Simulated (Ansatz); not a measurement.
# Hf3N4: pressure against volume

Reference cell: a COD entry, ions relaxed with PBE at fixed cell.

Space group I-43d (No. 220); a = 6.7010 Å.

```csv
site,Wyckoff,site symmetry,x,y,z
Hf,12a,-4..,0.3750,0.0000,0.2500
N,16c,.3.,0.0678,0.0678,0.0678
```

One atom of each set is listed; the run and its k-mesh use a cell of 14 atoms with edges of 5.80, 5.80, 5.80 Å.

Computed with Ansatz: DFT, PBE, plane waves and PAW, scalar-relativistic, 420 eV cutoff, Γ-centred 6×6×6 k-points, Fermi–Dirac smearing 0.02 eV.

The cell is scaled uniformly, and the ions relax again at each size.

| V/V₀ | pressure (GPa) | gap on the k-mesh (eV) |
| --- | --- | --- |
| 0.94 | 20.9 | 1.19 |
| 0.96 | 14.2 | 1.14 |
| 0.98 | 8.4 | 1.10 |
| 1.00 | 3.4 | 1.05 |
| 1.02 | -1.0 | 1.03 |
| 1.04 | ? | ? |
| 1.06 | -7.1 | 1.08 |

**Question.** Estimate the row at V/V₀ = 1.04 and the bulk modulus.

**Answer.** pressure (GPa): -4.5; gap on the k-mesh (eV): 1.03. Worked: a parabola in ln(V/V₀) through the other 6 rows gives -4.4 GPa there. It crosses zero pressure at V/V₀ = 1.015, the equilibrium volume of this functional, where the bulk modulus is B = −dP/d ln V = 204 GPa. The gap doesn't follow a straight line in the volume: it is largest at V/V₀ = 0.94 (1.19 eV) and smallest at 1.02 (1.03 eV).

PBE gaps are too small, by a third to a half in many semiconductors; their changes with volume are better.
